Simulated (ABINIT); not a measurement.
PbS:

```xyz
4
Lattice="2.0800 -5.9913 0.0000 2.0800 5.9913 0.0000 0.0000 0.0000 4.2793" Properties=species:S:1:pos:R:3 pbc="T T T"
Pb    2.0800    4.4268    1.0698
Pb    2.0800   -4.4268    3.2095
S     2.0800    1.7399    1.0698
S     2.0800   -1.7399    3.2095
```

Measurements of this composition are mostly on another form, of space group No. 225.

Base run:

```yaml
Program: ABINIT 10.8.3 (patched build)
Functional: PBE
Potentials_or_basis: JTH PAW PBE v2.0
Cutoff: 544 eV
k_mesh: 4 × 4 × 4
Occupations: fermi-dirac, width 0.05 eV
Spin: no spin polarisation
```

Its results: band gap on the k mesh 1.29 eV, indirect (least direct gap 1.65 eV); largest force 0.083 eV/Å.

Problem. After a change of settings the same cell gave: band gap on the k mesh 1.21 eV, indirect (least direct gap 1.56 eV); largest force 0.020 eV/Å. Which change was it?
A. functional from PBE to PBEsol; k mesh from 4 × 4 × 4 to 3 × 3 × 2
B. functional from PBE to PBEsol
C. k mesh from 4 × 4 × 4 to 3 × 3 × 2

Solution. B.

Caveats: spin-orbit coupling is left out, which as a rule narrows the gap of such compounds by several tenths of an eV; the PAW data sets were made with another functional, which shifts forces and pressure a little (some runs).
